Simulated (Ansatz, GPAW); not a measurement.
CaO: programs and potentials compared

```
Ca O
1.0
     0.00000    2.40356    2.40356
     2.40356    0.00000    2.40356
     2.40356    2.40356    0.00000
Ca O
1 1
Cartesian
  0.0000 0.0000 0.0000
  2.4036 2.4036 2.4036
```

The cell is a database's computed one, not the measured one.

Alike in all runs: task single point; functional PBE; k mesh 10 × 10 × 10; occupations gaussian, width 0.014 eV; no spin polarisation; no spin-orbit coupling. Pressure is positive in compression and, in plane waves, holds the error of the finite cutoff, which Ansatz's Pulay term estimates and takes out.

```tsv
program and potentials	plane-wave cutoff (eV)	notes	band gap (eV)	pressure (GPa)
Ansatz, Ansatz PAW	420	Pulay term of +0.41 GPa included	3.66	1.61
Ansatz, all-electron LAPW, scalar-relativistic	-	-	?	?
GPAW, GPAW PAW data sets (gpaw-data 1.2.1)	800	-	3.69	2.16
```

Task: Estimate from the other rows what the run with Ansatz, all-electron LAPW, scalar-relativistic gave.

Result: Band gap 3.65 eV; pressure 1.60 GPa. The other rows, which needn't bracket it: band gap 3.66 to 3.69; pressure 1.61 to 2.16.
